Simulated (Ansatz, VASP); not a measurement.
**One calculation of SiC3, two programs**

Contents of INCAR:

```
  PREC = Accurate
  ENCUT = 520
  EDIFF = 1E-7
  ISMEAR = -1
  SIGMA = 0.02
  LREAL = F
  LASPH = T
  NELM = 100
  ALGO = Normal
  ISIF = 2
  LWAVE = F
  LCHARG = T
  GGA = PE
  LELF = T
  LVHAR = T
  NBANDS = 16
```

The input KPOINTS:

```
Automatic mesh
0
Gamma
  10 10 10
```

File POSCAR:

```
SiC3
1.0
    1.4668142123      0.8468655803      4.6700734293
   -1.4668142123      0.8468655803      4.6700734293
    0.0000000000     -1.6937311606      4.6700734293
C Si
3 1
Direct
    1.0076774854      0.0076774854      0.0076774854
    0.4900109893      0.4900109893      0.4900109893
    0.3796486451      0.3796486451      0.3796486451
    0.8726628800      0.8726628800      0.8726628800
```

Input for Ansatz:

```yaml
crystal:
  lattice:
    - [1.4668142123, 0.8468655803, 4.6700734293]
    - [-1.4668142123, 0.8468655803, 4.6700734293]
    - [0.0, -1.6937311606, 4.6700734293]
  atoms:
    - { symbol: C, position: [1.0076774854, 0.0076774854, 0.0076774854] }
    - { symbol: C, position: [0.4900109893, 0.4900109893, 0.4900109893] }
    - { symbol: C, position: [0.3796486451, 0.3796486451, 0.3796486451] }
    - { symbol: Si, position: [0.87266288, 0.87266288, 0.87266288] }
kpoints:
  mp_grid: { grid: [10, 10, 10] }
  band_path:
    path:
      - [0.0, 0.0, 0.0]
      - [-0.5, -0.5, -0.5]
      - [-0.5, -0.1870802521, -0.8129197479]
      - [-0.1870802521, 0.1870802521, -0.5]
      - [0.0, 0.0, -0.5]
      - [0.0, 0.343540126, -0.343540126]
      - [-0.343540126, 0.0, -0.656459874]
      - [-0.5, 0.0, -0.5]
      - [0.1, -0.5, -0.5]
    npoints: 1
hamiltonian:
  xc: pbe
scf:
  occupations: { method: fermi_dirac, width: 0.02 }
  n_extra_bands: 5
output:
  forces: true
  stress: true
  eigenvalues: true
```

Change from the starting cell: biaxial_xy strain +3.6%.

Alike in both runs: task single point; functional PBE; k mesh 10 × 10 × 10; occupations fermi-dirac, width 0.02 eV; no spin polarisation.

|  | VASP | Ansatz |
| --- | --- | --- |
| version | VASP 6.6.1 | Ansatz 0.2.0 |
| potentials or method | VASP PAW PBE potentials, release 64 (C, Si) | plane waves, PAW |
| plane-wave cutoff (eV) | 520 | 420 |
| valence electrons in the cell | 16 | 16 |

|  | VASP | Ansatz | Ansatz less VASP |
| --- | --- | --- | --- |
| gap on the k mesh at the Fermi level (eV) | 1.82 | 1.83 | +0.003 |
| pressure (GPa) | -12.5 | -12.5 | -0.04 |
| largest component of the traceless stress (GPa) | 11.39 | 11.37 | -0.023 |
| rms of the force components (eV/Å) | 0.110 | 0.117 | +0.0066 |

Atom by atom the forces differ by 0.013 eV/Å (rms over components).

A k mesh can miss the band edges.
